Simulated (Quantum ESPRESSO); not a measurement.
A run of Quantum ESPRESSO 7.5 is set up as follows.

File pw.in:

```
&CONTROL
  calculation = 'scf'
  prefix = 'pwscf'
  outdir = './tmp'
  pseudo_dir = './pseudo'
  tprnfor = .true.
  tstress = .true.
  disk_io = 'low'
/
&SYSTEM
  ibrav = 0
  nat = 3
  ntyp = 2
  ecutwfc = 86
  nbnd = 37
  occupations = 'smearing'
  smearing = 'fd'
  degauss = 0.00367493
/
&ELECTRONS
  conv_thr = 6d-10
  electron_maxstep = 120
  mixing_beta = 0.3
/
ATOMIC_SPECIES
Pt   195.0840 Pt.upf
Se    78.9710 Se.upf
CELL_PARAMETERS angstrom
   3.7240000000    0.0000000000    0.0000000000
  -1.8620000000    3.2250786037    0.0000000000
   0.0000000000    0.0000000000    5.0620000000
ATOMIC_POSITIONS crystal
Pt     0.0000000000    0.0000000000    0.0000000000
Se     0.6666666667    0.3333333333    0.7500000000
Se     0.3333333333    0.6666666667    0.2500000000
K_POINTS automatic
8 8 4 0 0 0
HUBBARD {ortho-atomic}
U Pt-5d 0.0001
```

The input scf2.in:

```
&CONTROL
  calculation = 'scf'
  prefix = 'pwscf'
  outdir = './tmp'
  pseudo_dir = './pseudo'
  tprnfor = .true.
  tstress = .true.
  disk_io = 'low'
/
&SYSTEM
  ibrav = 0
  nat = 3
  ntyp = 2
  ecutwfc = 86
  nbnd = 37
  occupations = 'smearing'
  smearing = 'fd'
  degauss = 0.00367493
/
&ELECTRONS
  conv_thr = 1d-13
  electron_maxstep = 120
  mixing_beta = 0.3
  startingpot = 'file'
  startingwfc = 'file'
/
ATOMIC_SPECIES
Pt   195.0840 Pt.upf
Se    78.9710 Se.upf
CELL_PARAMETERS angstrom
   3.7240000000    0.0000000000    0.0000000000
  -1.8620000000    3.2250786037    0.0000000000
   0.0000000000    0.0000000000    5.0620000000
ATOMIC_POSITIONS crystal
Pt     0.0000000000    0.0000000000    0.0000000000
Se     0.6666666667    0.3333333333    0.7500000000
Se     0.3333333333    0.6666666667    0.2500000000
K_POINTS automatic
8 8 4 0 0 0
HUBBARD {ortho-atomic}
U Pt-5d 0.0001
```

The input hp.in:

```
&INPUTHP
  prefix = 'pwscf'
  outdir = './tmp'
  nq1 = 1
  nq2 = 1
  nq3 = 1
  conv_thr_chi = 1d-06
  niter_max = 80
  iverbosity = 1
  alpha_mix(1) = 0.15
/
```

Potentials or basis: PseudoDojo 0.4.1 SR PBE standard.

Run with:

```bash
$ OMP_NUM_THREADS=1 pw.x -in pw.in > pw.out
$ OMP_NUM_THREADS=1 pw.x -in scf2.in > scf2.out
$ OMP_NUM_THREADS=1 hp.x -in hp.in > hp.out
```

Predict the Hubbard U from linear response.

4.40 eV.

Predict the pressure.

7.2 GPa.

Stress tensor (GPa, compression positive):
```
7.91 0.00 0.00
0.00 7.91 0.00
0.00 0.00 5.90
```

Caveat: the computed U isn't converged in cell size; U without spin polarisation on a metal has little footing. Spin-orbit coupling is left out, which matters for the levels of Pt.
